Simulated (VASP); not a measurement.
# Se (P1) in VASP: a series of runs, part 2 of 2

VASP 6.6.1.

## Step 3: Single point, r2SCAN+D3(BJ)

POSCAR reads:

```
Se
1.0
    4.3552000000      0.0000000000      0.0000000000
   -2.1776000000      3.7717000000      0.0000000000
    0.0000000000      0.0000000000      4.9494000000
Se
3
Direct
    0.2170000000      0.0000000000      0.1666666667
    0.0000000000      0.2170000000      0.8333333333
    0.7830000000      0.7830000000      0.5300000000
```

INCAR.step1 reads:

```
SYSTEM = Se
PREC = Accurate ; ENCUT = 520
ISMEAR = 0 ; SIGMA = 0.01
LREAL = .False. ; LASPH = .True.
NELM = 100 ; NBANDS = 16
GGA = PE ; ALGO = Normal
EDIFF = 1E-4 ; LWAVE = .True.
LCHARG = .False.
```

INCAR.step2 reads:

```
SYSTEM = Se
PREC = Accurate ; ENCUT = 520
EDIFF = 1E-6 ; ISMEAR = 0
SIGMA = 0.01 ; LREAL = .False.
LASPH = .True. ; NELM = 100
ALGO = Normal ; ISIF = 2
LWAVE = .False. ; LCHARG = .True.
METAGGA = R2SCAN ; LMIXTAU = .True.
IVDW = 12 ; VDW_S6 = 1.0
VDW_S8 = 0.78981345 ; VDW_A1 = 0.49484001
VDW_A2 = 5.73083694 ; LELF = .True.
LVHAR = .True. ; NBANDS = 16
ISTART = 1
```

KPOINTS reads:

```
regular mesh
0
Gamma
  4 4 3
  0 0 0
```

Potentials or basis: VASP PAW PBE potentials, release 64 (Se).

Launch:

```bash
cat potpaw_PBE.64/Se/POTCAR > POTCAR
cp INCAR.step1 INCAR
mpirun -np 1 vasp_std > vasp.out
cp INCAR.step2 INCAR
mpirun -np 1 vasp_std > vasp.out
```

OUTCAR:

```text
SYSTEM = Se
   PREC = Accurate
   ENCUT = 520
   EDIFF = 1E-6
   ISMEAR = 0
   LREAL = .False.
   LASPH = .True.
   NELM = 100
   ISIF = 2
   METAGGA = R2SCAN
   IVDW = 12
   ISTART = 1
 IVDW          = 12

 ion  position               nearest neighbor table
   1  0.217  0.000  0.167-   2 2.32   3 2.43
   2  0.000  0.217  0.833-   3 2.22   1 2.32
   3  0.783  0.783  0.530-   2 2.22   1 2.43

  LATTYP: Found a hexagonal cell.
 ALAT       =     4.3552000000
 C/A-ratio  =     1.1364346069

  Lattice vectors:

 A1 = (   4.3552000000,   0.0000000000,   0.0000000000)
[... 646 lines left out ...]

 Edisp (eV)   -0.45455

 E8    (eV) :    -0.1443

  FORCE on cell =-STRESS in cart. coord.  units (eV):
  Direction    XX          YY          ZZ          XY          YZ          ZX
  --------------------------------------------------------------------------------------
  -------------------------------------------------------------------------------------
  Total       0.88550     2.51156     2.47031    -0.29938     1.94970     0.87863
  in kB      17.45016    49.49445    48.68156    -5.89968    38.42196    17.31478
  external pressure =       38.54 kB  Pullay stress =        0.00 kB

 VOLUME and BASIS-vectors are now :
 -----------------------------------------------------------------------------
  energy-cutoff  :      520.00
  volume of cell :       81.30
      direct lattice vectors                 reciprocal lattice vectors
     4.355200000  0.000000000  0.000000000     0.229610580  0.132566217  0.000000000
    -2.177600000  3.771700000  0.000000000     0.000000000  0.265132434  0.000000000
     0.000000000  0.000000000  4.949400000     0.000000000  0.000000000  0.202044692

 POSITION                                       TOTAL-FORCE (eV/Angst)
 -----------------------------------------------------------------------------------
      0.94508      0.00000      0.82490         0.570721     -0.121130      0.700569
     -0.47254      0.81846      4.12450        -0.390128      1.306958      0.983311
      1.70506      2.95324      2.62318        -0.180593     -1.185827     -1.683880
 -----------------------------------------------------------------------------------
    total drift:                                0.000020     -0.000111      0.000038

  FREE ENERGIE OF THE ION-ELECTRON SYSTEM (eV)
  ---------------------------------------------------
  free  energy   TOTEN  =       -43.1927397960 eV

  energy  without entropy=      -43.1927397960  energy(sigma->0) =      -43.19273980
```

OUTCAR.step1:

```text
SYSTEM = Se
   PREC = Accurate
   ENCUT = 520
   ISMEAR = 0
   LREAL = .False.
   LASPH = .True.
   NELM = 100
[... 681 lines left out ...]
      0.94508      0.00000      0.82490         0.883745     -0.158170      0.724285
     -0.47254      0.81846      4.12450        -0.578847      1.712176      1.000039
      1.70506      2.95324      2.62318        -0.304897     -1.554006     -1.724324
 -----------------------------------------------------------------------------------
    total drift:                               -0.001549      0.000010      0.000054

  FREE ENERGIE OF THE ION-ELECTRON SYSTEM (eV)
  ---------------------------------------------------
  free  energy   TOTEN  =       -10.2468859605 eV

  energy  without entropy=      -10.2468859605  energy(sigma->0) =      -10.24688596
```

OSZICAR.step1:

```text
N       E                     dE             d eps       ncg     rms          rms(c)
DAV:   1     0.838052666044E+02    0.83805E+02   -0.71953E+03   832   0.934E+02
DAV:   2    -0.496092439273E+01   -0.88766E+02   -0.84593E+02  1128   0.154E+02
DAV:   3    -0.102966881113E+02   -0.53358E+01   -0.53191E+01  1064   0.432E+01
DAV:   4    -0.103342375673E+02   -0.37549E-01   -0.37543E-01  1056   0.431E+00
DAV:   5    -0.103345056739E+02   -0.26811E-03   -0.26810E-03  1064   0.360E-01    0.776E+00
DAV:   6    -0.102690991134E+02    0.65407E-01   -0.40836E-02  1096   0.129E+00    0.480E+00
DAV:   7    -0.102474247755E+02    0.21674E-01   -0.80465E-02   992   0.170E+00    0.236E-01
DAV:   8    -0.102468313414E+02    0.59343E-03   -0.65115E-03   920   0.509E-01    0.131E-01
DAV:   9    -0.102468859605E+02   -0.54619E-04   -0.65787E-04  1152   0.142E-01
   1 F= -.10246886E+02 E0= -.10246886E+02  d E =-.887635E-14
```

Run time: 2.4 min. Hardware: 1 thread of AMD EPYC 7R43 (Zen 3), shared host; peak memory 0.18 GiB.

What came out:

```yaml
Free_energy: -43.1927 eV
Pressure: 3.9 GPa
Largest_force: 2.067 eV/Å
Band_gap_on_the_k_mesh: 1.45 eV, indirect (least direct gap 1.91 eV)
Dispersion_energy_per_atom: -0.152 eV
```

Forces in eV/Å, atoms in the order of the input:
```
Se   0.571 -0.121  0.701
Se  -0.390  1.307  0.983
Se  -0.181 -1.186 -1.684
```

Levels at points of the mesh, in eV from the valence-band top:
```csv
k point,band 7,band 8,band 9,band 10,band 11,band 12
"(0.00, 0.00, 0.00)",-2.27,-1.96,-0.23,2.15,2.66,3.14
"(0.50, 0.00, 0.00)",-3.12,-1.97,-0.95,2.65,3.28,4.41
"(0.00, 0.50, 0.00)",-2.55,-1.71,-0.82,2.26,3.11,5.27
"(0.50, 0.50, 0.00)",-2.83,-1.86,-0.87,2.26,3.42,4.78
```

Caveat: the k mesh is coarse (spacing up to 0.42 Å⁻¹), so the values aren't converged; the PAW data sets were made with another functional, which shifts forces and pressure a little; an odd mesh through Γ misses points on the zone boundary, where band edges often lie.
